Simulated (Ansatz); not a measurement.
Structure types of WC compared at 150 GPa

Structure types of WC are relaxed in primitive cells with their symmetry kept at 150 GPa, on PAW files; LAPW relaxes the small cells further and takes the PAW cell for the others (marked *). The enthalpy is E + pV at zero temperature, without zero-point motion. Only the types listed were tried, and differences under about 5 meV/atom are mesh noise. The real phase may be another.

All numbers are PBE results (scalar-relativistic) from Ansatz 0.2.0, with Fermi–Dirac smearing of 0.08 eV, no spin polarisation. Methods: LAPW: all electrons, basis error target 0.5 meV/atom; PAW: frozen-core files, cutoff 420 eV.

k meshes: rocksalt 17×17×17, CsCl 15×15×15, WC 17×17×15, NiAs 11×11×6, zincblende 15×15×15.

Spin–orbit coupling is left out, which matters for the heavy atoms.

| start type | ends as | a, b, c (Å) | V (Å³/atom) | H − H(lowest), LAPW (meV/atom) |
| --- | --- | --- | --- | --- |
| rocksalt | rocksalt, Fm-3m | 4.037, 4.037, 4.037 | 8.23 | ? |
| CsCl | CsCl, Pm-3m | 2.513, 2.513, 2.513 | 7.93 | ? |
| WC | WC, P-6m2 | 2.682, 2.682, 2.661 | 8.29 | 0.0 |
| NiAs* | NiAs, P6_3/mmc | 2.666, 2.666, 5.408 | 8.32 | 244.4 |
| zincblende | zincblende, F-43m | 4.240, 4.240, 4.240 | 9.53 | 2225.2 |

Question: What belongs in the row "rocksalt", column "H − H(lowest), LAPW (meV/atom)"?

Answer: 397.6.

Question: What belongs in the row "CsCl", column "H − H(lowest), LAPW (meV/atom)"?

Answer: 557.5.
